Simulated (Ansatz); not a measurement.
# MgF2: the cost of one run

Method: DFT PBEsol, scalar-relativistic, plane waves, PAW, in Ansatz 0.2.0.

1 further run of the same task is left out (set aside as unsound or not needed).

### 1 The structure to begin with

Symmetry: P4_2/mnm, No. 136, tetragonal system. The conventional cell has a = 4.639 Å, b = 4.639 Å, c = 3.062 Å, α = 90.00°, β = 90.00°, γ = 90.00°. Around Mg (site symmetry mmm) lie 6 F at 1.99 to 2.00 Å. F (site symmetry m2m) is surrounded by 3 Mg at 1.99 to 2.00 Å.

Coordinates:

```cif
data_structure
_symmetry_space_group_name_H-M 'P4_2/mnm'
_symmetry_Int_Tables_number 136
_cell_length_a 4.6388
_cell_length_b 4.6388
_cell_length_c 3.0622
_cell_angle_alpha 90.000
_cell_angle_beta 90.000
_cell_angle_gamma 90.000
_cell_volume 65.89
loop_
_atom_site_label
_atom_site_type_symbol
_atom_site_symmetry_multiplicity
_atom_site_Wyckoff_symbol
_atom_site_fract_x
_atom_site_fract_y
_atom_site_fract_z
_atom_site_occupancy
Mg1 Mg 2 a 0.00000 0.00000 0.00000 1
F1 F 4 f 0.30338 0.30338 0.00000 1
```

It is the result of an earlier relaxation at this level (volume 10.98 Å³/atom; gap on the mesh: 6.89 eV).

### 2 Volume × 0.97

input.yaml reads:

```yaml
crystal:
  lattice:
    - [4.5919280998, 0.0, 0.0]
    - [0.0, 4.5919280998, 0.0]
    - [0.0, 0.0, 3.0312595696]
  atoms:
    - { symbol: Mg, position: [0.0, 0.0, 0.0] }
    - { symbol: Mg, position: [0.5, 0.5, 0.5] }
    - { symbol: F, position: [0.3033761543, 0.3033761543, 0.0] }
    - { symbol: F, position: [0.1966238457, 0.8033761543, 0.5] }
    - { symbol: F, position: [0.6966238457, 0.6966238457, 0.0] }
    - { symbol: F, position: [0.8033761543, 0.1966238457, 0.5] }
basis:
  ecutwfc: 420
kpoints:
  mp_grid: { grid: [6, 6, 8] }
hamiltonian:
  xc: pbesol
scf:
  occupations: { method: gaussian, width: 0.02 }
output:
  forces: true
  stress: true
  eigenvalues: true
relax:
  adjacent_minimum: "off"
  f_tol: 0.01
  max_steps: 30
  cell: { stress_tol: 0.1, fix: [volume] }
```

Launch:

```sh
$ ansatz run input.yaml --threads 1 --pin off --max-ram 2560MiB --backend cpu --events-out ev --progress --plain --runs-dir out
```

Q: Estimate wall time and peak memory on 1 thread of Arm Neoverse V2, shared host.

About 18 s, with a peak of 0.35 GiB.
